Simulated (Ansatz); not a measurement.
What a trial cell of Hg relaxes into

Level of theory: DFT PBEsol, scalar-relativistic, plane waves, PAW (Ansatz). Cutoff 420 eV, Γ-centred k mesh, Gaussian smearing, no spin polarisation in the final step.

Hg was placed on the trigonal selenium structure type (P3_121, No. 152), at a guessed volume.

```yaml
crystal:
  lattice:
    - [4.62250, 0.00000, 0.00000]
    - [-2.31125, 4.00320, 0.00000]
    - [0.00000, 0.00000, 5.24438]
  atoms:
    - { symbol: Hg, position: [0.22540, 0.00000, 0.33333] }
    - { symbol: Hg, position: [0.00000, 0.22540, 0.66667] }
    - { symbol: Hg, position: [0.77460, 0.77460, 0.00000] }
```

Cell and atoms relax at zero pressure; the relaxation can't lower the symmetry of the start. After a coarse first stage the cell is made exact in the group found at 0.06 Å.

(1) What does it relax into?

(2) What are its volume, density and gap?

Answers

(1) It ends in Pm-3m (No. 221). The result has the simple cubic structure. Conventional cell: a = 2.947 Å. Around Hg lie 6 Hg at 2.95 Å.

Space group Pm-3m (No. 221). a = 2.947 Å, b = 2.947 Å, c = 2.947 Å, α = 90.00°, β = 90.00°, γ = 90.00°
```tsv
atom	site	symmetry	x	y	z
Hg	1a	m-3m	0.0000	0.0000	0.0000
```

(2) The volume per atom is 25.58 Å³ and the density is 13.02 g/cm³. The gap on the 18×18×18 mesh is 0 eV (a metal).

The final run used a 18×18×18 mesh on its 1-atom cell and 0.10 eV smearing. Spin–orbit coupling is left out. Symmetry constrained the relaxation, so the result can be a saddle point.